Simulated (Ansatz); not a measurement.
**An inverse problem**

Cell vectors (Å):

```
0.0000 2.7169 2.7169
2.7169 0.0000 2.7169
2.7169 2.7169 0.0000
```

```tsv
atom	a	b	c
X	0.0000	0.0000	0.0000
P	0.7500	0.7500	0.7500
```

These are results of LDA, all-electron LAPW in Ansatz 0.2.0, scalar-relativistic, not measurements. k mesh 8×8×8, fixed occupations.

Harmonic phonons of a crystal by Kohn-Sham DFT at the given cell, standard atomic masses, acoustic sum rule imposed; negative wavenumbers are unstable modes.

```
point  q a (r.l.u.)  q b (r.l.u.)  q c (r.l.u.)  branch  phonon wavenumber (cm⁻¹)
Gamma             0             0             0       4                     440.4
    L           0.5             0             0       1                     102.2
    L           0.5             0             0       3                     335.4
    L           0.5             0             0       4                     402.6
    L           0.5             0             0       5                     427.5
    X           0.5           0.5             0       1                       138
    X           0.5           0.5             0       3                     353.1
    X           0.5           0.5             0       4                     411.9
    X           0.5           0.5             0       5                     413.6
```

Problem. All X atoms are one element. Which one was computed?

Solution. Al; the crystal is AlP (F-43m).

Caveats: no LO-TO term at the zone centre.
